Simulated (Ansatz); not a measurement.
## TaC under strain — ¹⁸¹Ta nuclear quadrupole resonance

Cell: a COD entry, relaxed with PBE at fixed cell and then changed (z stretched by 1 %, ions relaxed).

```xyz
2
Lattice="0.0000 2.2450 2.2675 2.2450 0.0000 2.2675 2.2450 2.2450 0.0000" Properties=species:S:1:pos:R:3 pbc="T T T"
Ta    0.0000    0.0000    0.0000
C     2.2450    2.2450    2.2675
```

Atom numbers follow the list; atoms alike are taken as one site, whose name carries the number of the first.

Computed with Ansatz: DFT, PBE, plane waves and PAW, scalar-relativistic, collinear spin, 420 eV cutoff, Γ-centred 18×18×18 k-points, Fermi–Dirac smearing 0.05 eV. Start moments as typed (μB): 1 on each Ta, none on the rest.

¹⁸¹Ta: I = 7/2, Q = 3170 mb (year-2017 value). Static lattice, zero field.

(1) The simulated lines lie at 25.6, 51.2, 76.9 MHz. What are |C_Q|, η and |V_zz| at Ta?

## Answers

(1) For I = 7/2 and η = 0 the lines are |C_Q|/14 times 1, 2 and 3; η shifts the lowest up most. Here |C_Q| = 359 MHz, η = 0.00 and |V_zz| = 4.68 × 10²¹ V/m². The calculation gives V_zz positive; the lines don't show the sign. The site has 6 C at 2.25–2.27 Å.

An axis of threefold or higher order runs through Ta, so V_zz lies along it and η is zero.

With no gap above 0.1 eV, as in a metal, the gradients converge slowly in k; expect changes of a tenth or more on a denser mesh. Without spin–orbit coupling the gradients at and beside Ta can be off by some per cent, at some sites by more. With these PAW files V_zz is typically within 2 to 3 % of all-electron values, but misses above 10 % occur on Ta. At this changed cell the PBE pressure is -6 GPa. The start moments die out, and the run ends without spin.
